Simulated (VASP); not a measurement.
Set up this calculation in VASP 6.6.1, as the native input.

```yaml
Task: single point
Functional: PBEsol
Potentials_or_basis: VASP PAW PBE potentials, release 64 (W_sv, S)
Cutoff: 350 eV
k_mesh: 4 × 4 × 2
Occupations: gaussian, width 0.03 eV
Spin: collinear spin, ferromagnetic start
Starting_moments: "[0.0, 0.0, 0.0, 0.0, 1.0, 1.0, 1.0, 0.0, 0.0, 0.0, 0.0, 0.0, 0.0, 0.0, 0.0, 0.0, 0.0, 0.0, 0.0, 0.0, 0.0, 0.0, 0.0] μB"
Fixed_moment: 3 μB
Dq: -1
Further_INCAR_settings: LREAL = Auto; ALGO = Normal; EDIFF = 1e-05; NBANDS = 122; ISYM = 0; NELECT = 203.0
```

The structure of W8S15 (a cell with a defect) lies in POSCAR:

```
W8S15                                   
1.0
    6.3064000000      0.0000000000      0.0000000000
   -3.1532000000      5.4615026064      0.0000000000
    0.0000000000      0.0000000000     12.3230000000
  W               S             
     8    15
Direct
     0.1658915479404185    0.3329142294068497    0.2501673716656141
     0.1632905188394831    0.8314537808029491    0.2505477360184241
     0.6667537404982316    0.3351897470361300    0.2506463408431440
     0.6671305531384129    0.8318245467260758    0.2506274989989548
     0.3329190373170652    0.1657553484555188    0.7515429065886876
     0.3331869797724594    0.6687572997296664    0.7515870576458396
     0.8307327623396757    0.1656347363152204    0.7516125761164321
     0.8323082977764743    0.6668559660993343    0.7508434462889227
     0.1657632981175212    0.8334911565075918    0.6234490506398375
     0.6654770392340266    0.3330407900764021    0.6236363250656728
     0.6655692786176666    0.8335389009968778    0.6234891175400554
     0.3328063623407955    0.1657043596978165    0.1235221425384370
     0.3330621029448252    0.6669965122627124    0.1234960091803891
     0.8316365550537976    0.1660212301000560    0.1236134399841247
     0.8322245107962026    0.6661223923953459    0.1230343577819980
     0.1657361202885041    0.3336228310378676    0.8743823034863669
     0.1666171298373816    0.8340361910979474    0.8780009633686688
     0.6649706439498787    0.3322393452921747    0.8778320031836909
     0.6652114448867131    0.8340545391034857    0.8779794329307964
     0.3323180223767516    0.1656405052871318    0.3773523708337730
     0.3327252218446770    0.6666132481314357    0.3773691364172266
     0.8322111121052309    0.1662454178040865    0.3774643102890941
     0.8325247199837940    0.6662299256373163    0.3785491025938527
```

These files were run (other wordings do the same):

INCAR

```
PREC = Accurate ; ENCUT = 350
EDIFF = 1E-5 ; ISMEAR = 0
SIGMA = 0.03 ; LREAL = Auto
LASPH = True ; NELM = 120
ALGO = Normal ; ISIF = 2
LWAVE = False ; LCHARG = False
ISPIN = 2 ; MAGMOM = 0 0 0 0 1 1 1 0 0 0 0 0 0 0 0 0 0 0 0 0 0 0 0
LORBIT = 11 ; NUPDOWN = 3
LMAXMIX = 4 ; GGA = PS
NBANDS = 122 ; NELECT = 203.0
ISYM = 0 ; KPAR = 4
```

KPOINTS

```
Automatic mesh
0
Gamma
  4 4 2
```

Potentials or basis: VASP PAW PBE potentials, release 64 (W_sv, S).

Launch:

```console
$ cat potpaw_PBE.64/W_sv/POTCAR potpaw_PBE.64/S/POTCAR > POTCAR
$ mpirun -np 4 vasp_std > vasp.out
```

It gave:

```yaml
Largest_force: 0.179 eV/Å
Net_moment: 3.00 μB per cell
Site_moments: W +0.06, +0.03, +0.55, -0.01; S +0.03, +0.01, +0.02 μB
Valence_electrons_inside_the_program's_atomic_spheres: W 12.10, 12.11, 12.06, 12.08; S 3.71, 3.72
```

Caveat: the PAW data sets were made with another functional, which shifts forces and pressure a little; the total moment is fixed, so each spin has its own Fermi level.

Run time: 12 min on 4 MPI ranks on Intel(R) Xeon(R) Platinum 8259CL CPU @ 2.50GHz (Skylake/Cascade Lake), with other jobs on the host, peak memory 0.92 GiB a rank.
